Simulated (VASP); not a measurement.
# GaP (F-43m) in VASP: settings compared

One crystal, GaP, is run at these levels: RPBE+D4, revPBE+D3, revPBE+D3(BJ), revPBE+D4, SCAN+MBD; tasks: relaxation of cell and atoms.

Program: VASP 6.6.1. These are calculated values, not measurements. Logs are shortened: lines on timing, memory, paths and dates and some standing lists are left out, and cuts for length are marked.

## (1) The crystal as given

It takes space group F-43m (No. 216, cubic). Conventional cell: a = 5.451 Å, b = 5.451 Å, c = 5.451 Å, α = 90.00°, β = 90.00°, γ = 90.00°. Ga (site symmetry -43m) is surrounded by 4 P at 2.36 Å. P (site symmetry -43m) has 4 Ga at 2.36 Å as nearest neighbours.

## (2) Relaxation of cell and atoms, RPBE+D4

Input file INCAR:

```
ALGO = Normal
EDIFF = 1E-6
EDIFFG = -0.01
ENCUT = 600
GGA = RP
IBRION = 2
ISIF = 3
ISMEAR = -1
IVDW = 13
LASPH = T
LCHARG = F
LREAL = F
LWAVE = F
NELM = 60
NSW = 60
PREC = Accurate
SIGMA = 0.05
```

Input file KPOINTS:

```
k-points
0
Gamma
  8 8 8
```

Input file POSCAR:

```
GaP
1.0
    0.0000000000      2.7252500000      2.7252500000
    2.7252500000      0.0000000000      2.7252500000
    2.7252500000      2.7252500000      0.0000000000
Ga P
1 1
Direct
    0.0000000000      0.0000000000      0.0000000000
    0.7500000000      0.7500000000      0.7500000000
```

Potentials or basis: VASP PAW PBE potentials, release 64 (Ga_d, P).

Started as:

```bash
$ cat potpaw_PBE.64/Ga_d/POTCAR potpaw_PBE.64/P/POTCAR > POTCAR
$ mpirun -np 1 vasp_std > vasp.out
```

OUTCAR:

```text
EDIFF = 1E-6
   EDIFFG = -0.01
   ENCUT = 600
   GGA = RP
   IBRION = 2
   ISIF = 3
   ISMEAR = -1
   IVDW = 13
   LASPH = T
   LREAL = F
   NELM = 60
   NSW = 60
   PREC = Accurate

 ion  position               nearest neighbor table
   1  0.000  0.000  0.000-   2 2.36   2 2.36   2 2.36   2 2.36
   2  0.750  0.750  0.750-   1 2.36   1 2.36   1 2.36   1 2.36

  LATTYP: Found a face centered cubic cell.
 ALAT       =     5.4505000000

  Lattice vectors:

 A1 = (   0.0000000000,   2.7252500000,   2.7252500000)
 A2 = (   2.7252500000,   0.0000000000,   2.7252500000)
 A3 = (   2.7252500000,   2.7252500000,   0.0000000000)

Analysis of symmetry for initial positions (statically):
=====================================================================
 Subroutine PRICEL returns:
 Original cell was already a primitive cell.

 Routine SETGRP: Setting up the symmetry group for a
 face centered cubic supercell.

 Subroutine GETGRP returns: Found 24 space group operations
 (whereof 24 operations were pure point group operations)
 out of a pool of 48 trial point group operations.

The static configuration has the point symmetry T_d .

Analysis of symmetry for dynamics (positions and initial velocities):
=====================================================================
 Subroutine PRICEL returns:
 Original cell was already a primitive cell.

 Routine SETGRP: Setting up the symmetry group for a
 face centered cubic supercell.

 Subroutine GETGRP returns: Found 24 space group operations
 (whereof 24 operations were pure point group operations)
 out of a pool of 48 trial point group operations.

The dynamic configuration has the point symmetry T_d .

 Subroutine INISYM returns: Found 24 space group operations
 (whereof 24 operations are pure point group operations),
 and found     1 'primitive' translations

----------------------------------------------------------------------------------------

                                     Primitive cell

  volume of cell :      40.4808

  direct lattice vectors                    reciprocal lattice vectors
     0.000000000  2.725250000  2.725250000    -0.183469406  0.183469406  0.183469406
     2.725250000  0.000000000  2.725250000     0.183469406 -0.183469406  0.183469406
     2.725250000  2.725250000  0.000000000     0.183469406  0.183469406 -0.183469406

  length of vectors
     3.854085511  3.854085511  3.854085511     0.317778334  0.317778334  0.317778334

  position of ions in fractional coordinates (direct lattice)
     0.000000000  0.000000000  0.000000000
     0.750000000  0.750000000  0.750000000

  ion indices of the primitive-cell ions
   primitive index   ion index
                 1           1
                 2           2

----------------------------------------------------------------------------------------

 KPOINTS: k-points

Automatic generation of k-mesh.
 Grid dimensions read from file:
 generate k-points for:    8    8    8

 Generating k-lattice:

  Cartesian coordinates                     Fractional coordinates (reciprocal lattice)
    -0.022933676  0.022933676  0.022933676     0.125000000  0.000000000  0.000000000
     0.022933676 -0.022933676  0.022933676     0.000000000  0.125000000  0.000000000
     0.022933676  0.022933676 -0.022933676     0.000000000  0.000000000  0.125000000

  Length of vectors
     0.039722292  0.039722292  0.039722292

  Shift w.r.t. Gamma in fractional coordinates (k-lattice)
     0.000000000  0.000000000  0.000000000

 Subroutine IBZKPT returns following result:
 ===========================================

 Found     29 irreducible k-points:

 Following reciprocal coordinates:
            Coordinates               Weight
  0.000000  0.000000  0.000000      1.000000
  0.125000  0.000000  0.000000      8.000000
  0.250000  0.000000  0.000000      8.000000
  0.375000  0.000000  0.000000      8.000000
  0.500000  0.000000  0.000000      4.000000
  0.125000  0.125000  0.000000      6.000000
[... 16 lines left out ...]
  0.500000  0.250000  0.125000     48.000000
 -0.375000  0.250000  0.125000     24.000000
 [... further k-points ...]
   k-points           NKPTS =     29   k-points in BZ     NKDIM =     29   number of bands    NBANDS=     13
   number of dos      NEDOS =    301   number of ions     NIONS =      2
   total plane-waves  NPLWV =  32768
   dimension x,y,z NGX =    32 NGY =   32 NGZ =   32
   dimension x,y,z NGXF=    64 NGYF=   64 NGZF=   64
   ions per type =               1   1
   NGX,Y,Z   is equivalent  to a cutoff of  13.80, 13.80, 13.80 a.u.
   NGXF,Y,Z  is equivalent  to a cutoff of  27.61, 27.61, 27.61 a.u.
 SYSTEM =  unknown system
   PREC   = accura    normal or accurate (medium, high low for compatibility)
   ISTART =      0    job   : 0-new  1-cont  2-samecut
   ICHARG =      2    charge: 1-file 2-atom 10-const
   ISPIN  =      1    spin polarized calculation?
   LNONCOLLINEAR =      F non collinear calculations
   LSORBIT =      F    spin-orbit coupling
   LASPH  =      T    aspherical Exc in radial PAW
   ENCUT  =  600.0 eV  44.10 Ry    6.64 a.u.   7.70  7.70  7.70*2*pi/ulx,y,z
   NELM   =     60;   NELMIN=  2; NELMDL= -5     # of ELM steps
   EDIFF  = 0.1E-05   stopping-criterion for ELM
   LREAL  =      F    real-space projection
   EDIFFG = -.1E-01   stopping-criterion for IOM
   NSW    =     60    number of steps for IOM
   IBRION =      2    ionic relax: 0-MD 1-quasi-New 2-CG
   NFREE  =      1    steps in history (QN), initial steepest desc. (CG)
   ISIF   =      3    stress and relaxation
   ISYM   =      2    0-nonsym 1-usesym 2-fastsym
   POTIM  = 0.5000    time-step for ionic-motion
   TEBEG  =    0.0;   TEEND  =   0.0 temperature during run
   PSTRESS=    0.0 pullay stress
   NELECT =      18.0000    total number of electrons
   NUPDOWN=      -1.0000    fix difference up-down
   EMIN   =  10.00;   EMAX   =-10.00  energy-range for DOS
   EFERMI =   0.00;   METHOD = LEGACY
   ISMEAR =    -1;   SIGMA  =   0.05  broadening in eV -4-tet -1-fermi 0-gaus
   EFERMI_NEDOS =   21; number of points for ismear=-14 and -15
   IALGO  =     38    algorithm
   IMIX   =      4    mixing-type and parameters
     AMIX     =   0.40;   BMIX     =  1.00
     AMIX_MAG =   1.60;   BMIX_MAG =  1.00
  volume/ion in A,a.u.               =      20.24       136.59
  Fermi-wavevector in a.u.,A,eV,Ry     =   1.249538  2.361284 21.243377  1.561344
  Thomas-Fermi vector in A             =   2.383574
   LORBIT       =      0    0 simple, 1 ext, 2 COOP (PROOUT), +10 PAW based schemes
   GGA     = RP    functional components
   LHFCALC =     F    Hartree Fock is set to
   AEXX    =    0.0000 exact exchange contribution
   IVDW    =    13    specifies the selected vdW correction
   LEPSILON=     F    determine dielectric tensor
   LRPA    =     F    only Hartree local field effects (RPA)
 conjugate gradient relaxation of ions
 non-spin polarized calculation
  energy-cutoff  :      600.00
  volume of cell :       40.48
 maximum number of plane-waves:      1365
   NGX = 15   NGY = 15   NGZ = 15

--------------------------------------- Ionic step        1  -------------------------------------------

 number of electron      18.0000003 magnetization

 Free energy of the ion-electron system (eV)
  ---------------------------------------------------
  ext. energy  EPLUGINS =         0.00000000
  ---------------------------------------------------
  free energy    TOTEN  =        -8.42907238 eV

  energy without entropy =       -8.42907238  energy(sigma->0) =       -8.42907238

------------------------ aborting loop because EDIFF is reached ----------------------------------------

  DFT-D4 for vdW energy calculation

  Edisp (eV):   -1.56594

  FORCE on cell =-STRESS in cart. coord.  units (eV):
  Direction    XX          YY          ZZ          XY          YZ          ZX
  --------------------------------------------------------------------------------------
  -------------------------------------------------------------------------------------
  Total      -0.63496    -0.63496    -0.63496    -0.00000     0.00000     0.00000
  in kB     -25.13087   -25.13087   -25.13087    -0.00000     0.00000     0.00000
  external pressure =      -25.13 kB  Pullay stress =        0.00 kB
[... 61 lines left out ...]
  energy  without entropy=      -10.0016141510  energy(sigma->0) =      -10.00161415

--------------------------------------- Ionic step        3  -------------------------------------------

 number of electron      18.0000007 magnetization

 Free energy of the ion-electron system (eV)
  ---------------------------------------------------
  ext. energy  EPLUGINS =         0.00000000
  ---------------------------------------------------
  free energy    TOTEN  =        -8.38531678 eV

  energy without entropy =       -8.38531678  energy(sigma->0) =       -8.38531678

 E-fermi :   5.8681     XC(G=0):  -9.8054

 val. band max:        5.0535166236   @ k =   0.0000   0.0000   0.0000
 cond. band min:       6.7291503670   @ k =   0.3750   0.3750   0.0000
 fundamental gap:      1.6756337435
 Fermi energy:         5.8680593314

 k-point     1 :       0.0000    0.0000    0.0000
  band No.  band energies     occupation
      1      -9.5402      2.00000
      2      -9.5402      2.00000
      3      -9.5402      2.00000
      4      -9.4310      2.00000
      5      -9.4310      2.00000
      6      -7.6373      2.00000
      7       5.0535      2.00000
      8       5.0535      2.00000
      9       5.0535      2.00000
     10       7.2628      0.00000
     11       8.9604      0.00000
     12       8.9604      0.00000
     13       8.9604      0.00000
[... 353 lines left out ...]
 k-point    24 :      -0.3750    0.2500    0.1250
  band No.  band energies     occupation
      1      -9.6388      2.00000
      2      -9.5060      2.00000
      3      -9.4929      2.00000
      4      -9.4367      2.00000
      5      -9.4229      2.00000
      6      -5.0605      2.00000
      7      -1.4660      2.00000
      8       1.7822      2.00000
      9       3.0520      2.00000
     10       8.6546      0.00000
     11       9.4062      0.00000
     12      11.6309      0.00000
     13      13.1437      0.00000

 [... further k-points ...]

------------------------ aborting loop because EDIFF is reached ----------------------------------------

  DFT-D4 for vdW energy calculation

  Edisp (eV):   -1.61917

  FORCE on cell =-STRESS in cart. coord.  units (eV):
  Direction    XX          YY          ZZ          XY          YZ          ZX
  --------------------------------------------------------------------------------------
  -------------------------------------------------------------------------------------
  Total      -0.00649    -0.00649    -0.00649     0.00000     0.00000    -0.00000
  in kB      -0.26457    -0.26457    -0.26457     0.00000     0.00000    -0.00000
  external pressure =       -0.26 kB  Pullay stress =        0.00 kB
[... 17 lines left out ...]
  FREE ENERGIE OF THE ION-ELECTRON SYSTEM (eV)
  ---------------------------------------------------
  free  energy   TOTEN  =       -10.0044916325 eV

  energy  without entropy=      -10.0044916306  energy(sigma->0) =      -10.00449163

 reached required accuracy - stopping structural energy minimisation
```

Run time: 30 s. Hardware: 1 thread of Intel Xeon Platinum 8488C (Sapphire Rapids), shared host; peak memory 0.19 GiB.

Results:

```yaml
Free_energy: -10.0045 eV
Relaxed_volume: 19.65 Å³/atom
Relaxed_cell: a = 3.816 Å, b = 3.816 Å, c = 3.816 Å, α = 60.00°, β = 60.00°, γ = 60.00°
Space_group_after_relaxing_to_0.05_Å: F-43m (No. 216)
Energy_gained_by_relaxing: 4.7 meV/atom
Ionic_steps: 3
Pressure_after_relaxing: 0.0 GPa
Band_gap_on_the_k_mesh: 1.68 eV, indirect (least direct gap 2.21 eV)
Dispersion_energy_per_atom: -0.810 eV
```

Step by step:
```csv
step,energy change (eV),largest force (eV/Å),pressure (GPa),volume (Å³)
1,0.0000,0.0000,-2.51,40.48
2,-0.0066,0.0000,1.46,38.65
3,-0.0095,0.0000,-0.03,39.29
```

Final structure:
```
Ga P
1.0
     0.00000    2.69827    2.69827
     2.69827    0.00000    2.69827
     2.69827    2.69827    0.00000
Ga P
1 1
Direct
  0.00000 0.00000 0.00000
  0.75000 0.75000 0.75000
```

Levels at points of the mesh, in eV from the valence-band top:
| k point | band 5 | band 6 | band 7 | band 8 | band 9 | band 10 | band 11 | band 12 | band 13 |
| --- | --- | --- | --- | --- | --- | --- | --- | --- | --- |
| (0.00, 0.00, 0.00) | -14.48 | -12.69 | 0.00 | 0.00 | 0.00 | 2.21 | 3.91 | 3.91 | 3.91 |
| (0.50, 0.00, 0.00) | -14.48 | -10.54 | -6.76 | -1.16 | -1.16 | 1.86 | 4.74 | 4.74 | 8.51 |
| (0.50, 0.50, 0.00) | -14.46 | -9.60 | -6.85 | -2.77 | -2.77 | 1.69 | 1.87 | 10.86 | 10.86 |

Caveat: the PAW data sets were made with another functional, which shifts forces and pressure a little.

## (3) Relaxation of cell and atoms, revPBE+D3

Input file INCAR:

```
SYSTEM = GaP
PREC = Accurate
ENCUT = 600
EDIFF = 1E-6
ISMEAR = -1
SIGMA = 0.05
LREAL = .FALSE.
LASPH = .TRUE.
NELM = 100
ALGO = Normal
ISIF = 3
LWAVE = .FALSE.
LCHARG = .FALSE.
GGA = RE
IVDW = 11
IBRION = 2
NSW = 40
EDIFFG = -0.01
```

Input file KPOINTS:

```
Automatic mesh
0
G
  8 8 8
  0 0 0
```

POSCAR is that of step 2.

Potentials or basis: VASP PAW PBE potentials, release 64 (Ga_d, P).

Started as:

```bash
$ cat potpaw_PBE.64/Ga_d/POTCAR potpaw_PBE.64/P/POTCAR > POTCAR
$ mpirun -np 1 vasp_std > vasp.out
```

Wall time 26 s (1 thread of Intel Xeon Platinum 8488C (Sapphire Rapids), shared host); peak memory 0.2 GiB.

It converged, with:

```
Free energy                            : -9.2777 eV
Relaxed volume                         : 20.42 Å³/atom
Relaxed cell                           : a = 3.865 Å, b = 3.865 Å, c = 3.865 Å, α = 60.00°, β = 60.00°, γ = 60.00°
Space group after relaxing (to 0.05 Å) : F-43m (No. 216)
Energy gained by relaxing              : 0.4 meV/atom
Ionic steps                            : 3
Pressure after relaxing                : 0.0 GPa
Band gap on the k mesh                 : 1.72 eV, indirect (least direct gap 1.85 eV)
Dispersion energy per atom             : -0.370 eV
```

The path:
```
step  energy change (eV)  largest force (eV/Å)  pressure (GPa)  volume (Å³)
   1              0.0000                0.0000            0.67        40.48
   2             -0.0007                0.0000           -0.29        40.98
   3             -0.0008                0.0000            0.01        40.84
```

Final structure:
```xyz
2
Lattice="0.0000 2.7333 2.7333 2.7333 0.0000 2.7333 2.7333 2.7333 0.0000" Properties=species:S:1:pos:R:3 pbc="T T T"
Ga    0.0000    0.0000    0.0000
P     4.1000    4.1000    4.1000
```

Levels at points of the mesh, in eV from the valence-band top:
```csv
k point,band 5,band 6,band 7,band 8,band 9,band 10,band 11,band 12,band 13
"(0.00, 0.00, 0.00)",-14.43,-12.40,0.00,0.00,0.00,1.85,3.91,3.91,3.91
"(0.50, 0.00, 0.00)",-14.43,-10.37,-6.55,-1.10,-1.10,1.72,4.74,4.74,8.39
"(0.50, 0.50, 0.00)",-14.41,-9.49,-6.68,-2.64,-2.64,1.75,1.89,10.57,10.57
```

Caveat: the PAW data sets were made with another functional, which shifts forces and pressure a little.

## (4) Relaxation of cell and atoms, revPBE+D3(BJ)

Input file INCAR:

```
PREC = Accurate ; ENCUT = 600
EDIFF = 1E-7 ; ISMEAR = -1
SIGMA = 0.05 ; LREAL = F
LASPH = T ; NELM = 80
ALGO = Normal ; ISIF = 3
LWAVE = F ; LCHARG = F
GGA = RE ; IVDW = 12
IBRION = 2 ; NSW = 40
EDIFFG = -0.01
```

Input file KPOINTS:

```
regular mesh
0
Gamma
  8 8 8
```

POSCAR is that of step 3.

Started as:

```bash
$ cat potpaw_PBE.64/Ga_d/POTCAR potpaw_PBE.64/P/POTCAR > POTCAR
$ mpirun -np 1 vasp_std > vasp.out
```

Wall time 33 s (1 thread of Intel Xeon Platinum 8488C (Sapphire Rapids), shared host); peak memory 0.2 GiB.

The run converged. Its results:

```yaml
Free_energy: -9.7533 eV
Relaxed_volume: 19.87 Å³/atom
Relaxed_cell: a = 3.831 Å, b = 3.831 Å, c = 3.831 Å, α = 60.00°, β = 60.00°, γ = 60.00°
Space_group_after_relaxing_to_0.05_Å: F-43m (No. 216)
Energy_gained_by_relaxing: 1.8 meV/atom
Ionic_steps: 3
Pressure_after_relaxing: 0.0 GPa
Band_gap_on_the_k_mesh: 1.67 eV, indirect (least direct gap 2.08 eV)
Dispersion_energy_per_atom: -0.623 eV
```

Step by step:
| step | energy change (eV) | largest force (eV/Å) | pressure (GPa) | volume (Å³) |
| --- | --- | --- | --- | --- |
| 1 | 0.0000 | 0.0000 | -1.51 | 40.48 |
| 2 | -0.0026 | 0.0000 | 0.82 | 39.37 |
| 3 | -0.0036 | 0.0000 | 0.01 | 39.74 |

Final structure:
```
Ga P
1.0
     0.00000    2.70859    2.70859
     2.70859    0.00000    2.70859
     2.70859    2.70859    0.00000
Ga P
1 1
Cartesian
  0.0000 0.0000 0.0000
  4.0629 4.0629 4.0629
```

Levels at points of the mesh, in eV from the valence-band top:
```csv
k point,band 5,band 6,band 7,band 8,band 9,band 10,band 11,band 12,band 13
"(0.00, 0.00, 0.00)",-14.47,-12.61,0.00,0.00,0.00,2.08,3.90,3.90,3.90
"(0.50, 0.00, 0.00)",-14.46,-10.49,-6.70,-1.14,-1.14,1.80,4.74,4.74,8.44
"(0.50, 0.50, 0.00)",-14.45,-9.57,-6.81,-2.74,-2.74,1.69,1.86,10.77,10.77
```

Caveat: the PAW data sets were made with another functional, which shifts forces and pressure a little. A k mesh can miss the band edges.

## (5) Relaxation of cell and atoms, revPBE+D4

Input file INCAR:

```
SYSTEM = GaP
  PREC = Accurate
  ENCUT = 600
  EDIFF = 1E-6
  ISMEAR = -1
  SIGMA = 0.05
  LREAL = .False.
  LASPH = .True.
  NELM = 80
  ALGO = Normal
  ISIF = 3
  LWAVE = .False.
  LCHARG = .False.
  GGA = RE
  IVDW = 13
  IBRION = 2
  NSW = 40
  EDIFFG = -0.02
```

Input file KPOINTS:

```
Automatic mesh
0
Gamma
  8 8 8
  0 0 0
```

POSCAR is that of step 4.

Started as:

```bash
$ cat potpaw_PBE.64/Ga_d/POTCAR potpaw_PBE.64/P/POTCAR > POTCAR
$ mpirun -np 1 vasp_std > vasp.out
```

Run time: 31 s. Hardware: 1 thread of Intel Xeon Platinum 8488C (Sapphire Rapids), shared host; peak memory 0.19 GiB.

Results (log left out):

```yaml
Free_energy: -9.9429 eV
Relaxed_volume: 19.70 Å³/atom
Relaxed_cell: a = 3.820 Å, b = 3.820 Å, c = 3.820 Å, α = 60.00°, β = 60.00°, γ = 60.00°
Space_group_after_relaxing_to_0.05_Å: F-43m (No. 216)
Energy_gained_by_relaxing: 3.9 meV/atom
Ionic_steps: 3
Pressure_after_relaxing: 0.0 GPa
Band_gap_on_the_k_mesh: 1.66 eV, indirect (least direct gap 2.15 eV)
Dispersion_energy_per_atom: -0.724 eV
```

The path:
| step | energy change (eV) | largest force (eV/Å) | pressure (GPa) | volume (Å³) |
| --- | --- | --- | --- | --- |
| 1 | 0.0000 | 0.0000 | -2.29 | 40.48 |
| 2 | -0.0052 | 0.0000 | 1.36 | 38.81 |
| 3 | -0.0077 | 0.0000 | -0.03 | 39.41 |

Final structure:
```
Ga P
1.0
     0.00000    2.70099    2.70099
     2.70099    0.00000    2.70099
     2.70099    2.70099    0.00000
Ga P
1 1
Direct
  0.00000 0.00000 0.00000
  0.75000 0.75000 0.75000
```

Levels at points of the mesh, in eV from the valence-band top:
```tsv
k point	band 5	band 6	band 7	band 8	band 9	band 10	band 11	band 12	band 13
(0.00, 0.00, 0.00)	-14.48	-12.68	0.00	0.00	0.00	2.15	3.90	3.90	3.90
(0.50, 0.00, 0.00)	-14.48	-10.53	-6.75	-1.15	-1.15	1.82	4.73	4.73	8.45
(0.50, 0.50, 0.00)	-14.46	-9.59	-6.85	-2.77	-2.77	1.67	1.85	10.83	10.83
```

Caveat: the PAW data sets were made with another functional, which shifts forces and pressure a little. A hybrid or GW would open this gap; revPBE tends to underestimate it.

(Part 1 of 2 ends here.)
